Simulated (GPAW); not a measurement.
# BN (P6_3/mmc) in GPAW: dielectric tensor with PBE

Aim: the dielectric tensor of BN with PBE.

Everything below comes from runs of GPAW 26.7.0. Logs are shortened: lines on timing, memory, paths and dates and some standing lists are left out, and cuts for length are marked. The log counts tension as positive stress, the text compression.

**1. The crystal as given**

It takes space group P6_3/mmc (No. 194, hexagonal). Conventional cell: a = 2.547 Å, b = 2.547 Å, c = 6.766 Å, α = 90.00°, β = 90.00°, γ = 120.00°. N (site symmetry -6m2) has 3 B at 1.47 Å as nearest neighbours. B (site symmetry -6m2) has 3 N at 1.47 Å as nearest neighbours.

**2. Dielectric tensor, PBE**

The input, run.py:

```python
import numpy as np
from ase.dft.bandgap import bandgap
from ase.io import read, write
from gpaw import GPAW, PW
from gpaw.response.df import DielectricFunction

atoms = read('POSCAR')

calc = GPAW(mode=PW(650),
            xc='PBE',
            kpts={'size': (10, 10, 4), 'gamma': True},
            occupations={'name': 'fermi-dirac', 'width': 0.001},
            nbands=18,
            convergence={'density': 1e-06},
            maxiter=150,
            txt='gpaw.txt')
atoms.calc = calc
energy = atoms.get_potential_energy()
calc.write('gs.gpw')
write('result.traj', atoms)
print(f'Energy: {energy:.6f} eV')
print('Fermi level:', round(calc.get_fermi_level(), 4), 'eV')
print(f'Gap: {bandgap(calc)[0]:.4f} eV, direct: {bandgap(calc, direct=True)[0]:.4f} eV')

for size in [(15, 15, 5)]:
    name = 'x'.join(str(n) for n in size)
    dense = calc.fixed_density(kpts={'size': size, 'gamma': True},
                               nbands=54, convergence={'bands': 48, 'eigenstates': 1e-7},
                               update_fermi_level=True, txt=f'dense-{name}.txt')
    dense.write(f'{name}.gpw', mode='all')
    df = DielectricFunction(f'{name}.gpw', frequencies=np.array([0.0]), hilbert=False, eta=0.001,
                            ecut=80, nbands=48, intraband=False, txt=f'df-{name}.txt')
    for xc in ['RPA']:
        for direction in ['x', 'y', 'z', [0, 1, 1], [1, 0, 1], [1, 1, 0]]:
            e0, e = df.get_macroscopic_dielectric_constant(xc=xc, direction=direction)
            print(f'{name} {xc} {direction}: {e0:.4f} without, {e:.4f} with local fields')
```

The input, POSCAR:

```
BN
1.0
    2.5472375375      0.0000000000      0.0000000000
   -1.2736187687      2.2059724170      0.0000000000
    0.0000000000      0.0000000000      6.7658448057
N B
2 2
Direct
    0.6666666667      0.3333333333      0.2500000000
    0.3333333333      0.6666666667      0.7500000000
    0.6666666667      0.3333333333      0.7500000000
    0.3333333333      0.6666666667      0.2500000000
```

Potentials or basis: GPAW PAW data sets (gpaw-data 1.2.1), pw.

Launch:

```sh
> OMP_NUM_THREADS=1 python run.py
```

gpaw.txt:

```text
__  _  _
 | _ |_)|_||  |
 |__||  | ||/\| - 26.7.0

Input parameters:
  mode=PW(ecut=650.0),
  convergence={'density': 1e-06},
  kpts=MonkhorstPack(size=(10, 10, 4), gamma=True),
  maxiter=150,
  nbands=18,
  occupations=Occupations(name='fermi-dirac', width=0.001),
  xc=XC(name='PBE')

Diagonalizing LCAO Hamiltonian
Converting LCAO to pw mode

        N B

        B N

Atoms  # Å, Bohr magnetons
|   | symbol |         x |        y |        z |    initial magnetic moments |
|---|--------|-----------|----------|----------|-----------------------------|
| 0 |      N |  1.273619 | 0.735324 | 1.691461 | ( 0.0000,  0.0000,  0.0000) |
| 1 |      N | -0.000000 | 1.470648 | 5.074384 | ( 0.0000,  0.0000,  0.0000) |
| 2 |      B |  1.273619 | 0.735324 | 5.074384 | ( 0.0000,  0.0000,  0.0000) |
| 3 |      B | -0.000000 | 1.470648 | 1.691461 | ( 0.0000,  0.0000,  0.0000) |

Unit cell  # Å
| periodic |         x |        y |        z |  lengths |     angles |
|----------|-----------|----------|----------|----------|------------|
|      yes |  2.547238 | 0.000000 | 0.000000 | 2.547238 |  90.000000 |
|      yes | -1.273619 | 2.205972 | 0.000000 | 2.547238 |  90.000000 |
|      yes |  0.000000 | 0.000000 | 6.765845 | 6.765845 | 120.000000 |

Number of symmetries: 12
Symmetry operations  # r_c * U_cc + t_c -> r_c
|    | kind |            matrix            |
|----|------|------------------------------|
|  0 |  σ   |  1, 1, 0,  0,-1, 0,  0, 0, 1 |
|  1 |  S6  |  1, 1, 0, -1, 0, 0,  0, 0,-1 |
|  2 |  E   |  1, 0, 0,  0, 1, 0,  0, 0, 1 |
|  3 |  C2  |  1, 0, 0, -1,-1, 0,  0, 0,-1 |
|  4 |  C2  |  0, 1, 0,  1, 0, 0,  0, 0,-1 |
|  5 |  C3  |  0, 1, 0, -1,-1, 0,  0, 0, 1 |
|  6 |  S6  |  0,-1, 0,  1, 1, 0,  0, 0,-1 |
|  7 |  σ   |  0,-1, 0, -1, 0, 0,  0, 0, 1 |
|  8 |  σ   | -1, 0, 0,  1, 1, 0,  0, 0, 1 |
|  9 |  i   | -1, 0, 0,  0,-1, 0,  0, 0,-1 |
| 10 |  C3  | -1,-1, 0,  1, 0, 0,  0, 0, 1 |
| 11 |  C2  | -1,-1, 0,  0, 1, 0,  0, 0,-1 |

BZ-sampling:
  Number of BZ points: 400
  Number of IBZ points: 50

  Monkhorst-Pack size: [10, 10, 4]
  Monkhorst-Pack shift: [0.05, 0.05, 0.125]

K-points  # in reciprocal-cell coordinates
|     |                                coordinates |     weight |
|-----|--------------------------------------------|------------|
|   0 | (  0.00000000,   0.00000000,   0.00000000) | 0.00250000 |
|   1 | (  0.00000000,   0.00000000,   0.25000000) | 0.00500000 |
|   2 | (  0.00000000,   0.00000000,   0.50000000) | 0.00250000 |
|   3 | (  0.10000000,   0.00000000,  -0.25000000) | 0.01500000 |
|   4 | (  0.10000000,   0.00000000,   0.00000000) | 0.01500000 |
|   5 | (  0.10000000,   0.00000000,   0.25000000) | 0.01500000 |
|   6 | (  0.10000000,   0.00000000,   0.50000000) | 0.01500000 |
|   7 | (  0.20000000,  -0.10000000,   0.00000000) | 0.01500000 |
|   8 | (  0.20000000,  -0.10000000,   0.25000000) | 0.03000000 |
|   9 | (  0.20000000,  -0.10000000,   0.50000000) | 0.01500000 |
| ... |                                            |            |
|  49 | (  0.50000000,   0.50000000,   0.50000000) | 0.00750000 |

Plane wave coefficients: 1450
Cutoff: 650.0 eV

Spin-components: 1 (collinear spins)
Bands:           18
Projectors:      20
Spin-degeneracy: 2
Datatype:        complex128

Parallelization:
  kpt:    1
  domain: 1
  band:   1

Density:
  Valence electrons: 16.0
  Components: 1
  Grid points: [15 15 40]
  Charge: 0.0  # |e|

Potential:
  Grid points: [15 15 40]

species:
  N:
    name:    Nitrogen
    Z:       7.0
    valence: 5
    core:    2
    charge:  0.0  # [|e|]
    compensation charges:
      type: gauss
      rc: 0.18  # [Å]
      lmax: 2
    cutoffs:
      filter: 1.11  # [Å]
      core: 0.96  # [Å]
    projectors
    | kind |    occ | energy [eV] | rcut [Å] |
    |------|--------|-------------|----------|
    |   2s |  2.000 |     -18.583 |    0.603 |
    |   2p |  3.000 |      -7.089 |    0.529 |
    |    s |        |       8.629 |    0.603 |
    |    p |        |      20.123 |    0.529 |
    |    d |        |       0.000 |    0.577 |

    Using partial waves for N as LCAO basis

  B:
    name:    Boron
    Z:       5.0
    valence: 3
    core:    2
    charge:  0.0  # [|e|]
    compensation charges:
      type: gauss
      rc: 0.20  # [Å]
      lmax: 2
    cutoffs:
      filter: 1.14  # [Å]
      core: 1.38  # [Å]
    projectors
    | kind |    occ | energy [eV] | rcut [Å] |
    |------|--------|-------------|----------|
    |   2s |  2.000 |      -9.443 |    0.635 |
    |   2p |  1.000 |      -3.606 |    0.635 |
    |    s |        |      17.768 |    0.635 |
    |    p |        |      23.605 |    0.635 |
    |    d |        |       0.000 |    0.635 |

    Using partial waves for B as LCAO basis

Reference energy: -4302.422143  # eV

eigensolver:
  PPCG
  Converge bands: occupied
  niter=2

density mixing:
  MSR1-Mixer
  Pratt-step length: 0.05
  Maximum mixing coefficient: 0.75
  Old densities: 10
  SVD Regularization: 0.005
  Good broyden scale: 1.0
  Trust region scale: 1.0
  Backstep threshold: 4.0
  History deletion threshold: 6.0
  Fourier metric: weight=20.0, sigma=0.015

occupation numbers:
  Fermi-Dirac:
    width: 0.0010  # eV

poisson solver:
  ecut: 5200.0  # eV

xc functional:
  name: PBE with 2 nearest neighbor stencil

convergence criteria:
- Maximum integral of absolute [dens]ity change: 1e-06 electrons / valence electron
- Maximum [total energy] change in last 3 cyles: 0.0005 eV / valence electron
- Maximum integral of absolute [eigenst]ate change: 4e-08 eV^2 / valence electron
maximum number of iterations: 150

SCF iterations
|iter     | |      energy | eigst |  dens |
|---------|-|-------------|-------|-------|
|iter:   1| |  -37.845748 | +0.42 |       |
|iter:   2| |  -37.256187 | -1.36 | -0.65 |
|iter:   3| |  -35.083090 | -0.88 | -0.70 |
|iter:   4| |  -35.044403 | -2.30 | -1.32 |
|iter:   5| |  -35.043005 | -2.98 | -1.69 |
|iter:   6| |  -35.043360c| -4.42 | -2.32 |
|iter:   7| |  -35.043365c| -6.06 | -3.38 |
|iter:   8| |  -35.043366c| -7.62c| -3.96 |
|iter:   9| |  -35.043366c| -8.07c| -4.99 |
|iter:  10| |  -35.043366c| -8.76c| -5.49 |
|iter:  11| |  -35.043366c| -9.35c| -5.89 |
|iter:  12| |  -35.043366c| -9.97c| -6.69c|

Converged in 12 steps
Energy contributions relative to reference atoms: (reference = -4302.422143)

Energy contributions:
  Kinetic:          25.863156
  Coulomb:         -27.884727
  Zero:              0.063940
  External:          0.000000
  Xc:              -33.085735
  Entropy:          -0.000000
  Spinorbit:         0.000000
  ----------------------------
  Free energy:     -35.043366
  Extrapolated:    -35.043366

dipole moment: (0.000000, 0.000000, 0.000001)  # |e|*Ang

Fermi level: 4.479
Eigenvalues  # (at kpt = [0.000, 0.000, 0.000])
| band index |      eig [eV] | occ [0-2] |
|------------|---------------|-----------|
|          0 |       -13.908 |     2.000 |
|          1 |       -13.649 |     2.000 |
|          2 |        -2.310 |     2.000 |
|          3 |        -0.338 |     2.000 |
|          4 |         2.196 |     2.000 |
|          5 |         2.196 |     2.000 |
[... 8 lines left out ...]
|         14 |        14.870 |     0.000 |
|         15 |        15.995 |     0.000 |
|        ... |               |           |
|         17 |        19.550 |     0.000 |

Gap: 4.176 eV
Transition (v -> c):
  (s=0, k=33, n=7, [0.40, 0.30, 0.00]) -> (s=0, k=47, n=8, [0.50, 0.50, 0.00])
Direct/indirect transitions are different
Direct gap: 4.564 eV
Transition at: (s=0, k=36, n=7, [0.40, 0.40, 0.00])
# Writing to gs.gpw (mode='')
```

Wall time 3.5 min (1 thread of Arm Neoverse V1, shared host); peak memory 0.47 GiB.

Results:

* Free energy: -35.0434 eV
* Band gap on the k mesh: 4.18 eV, indirect (least direct gap 4.56 eV)
* Electronic dielectric tensor (diagonal): 4.61, 4.61, 2.48

Electronic dielectric tensor:
```
4.61 0.00 0.00
0.00 4.61 0.00
0.00 0.00 2.48
```

Caveat: the long-wavelength limit can be off by a per cent or two; an odd mesh through Γ misses points on the zone boundary, where band edges often lie. Expect the measured gap to be larger: semilocal functionals such as PBE lack the derivative discontinuity.
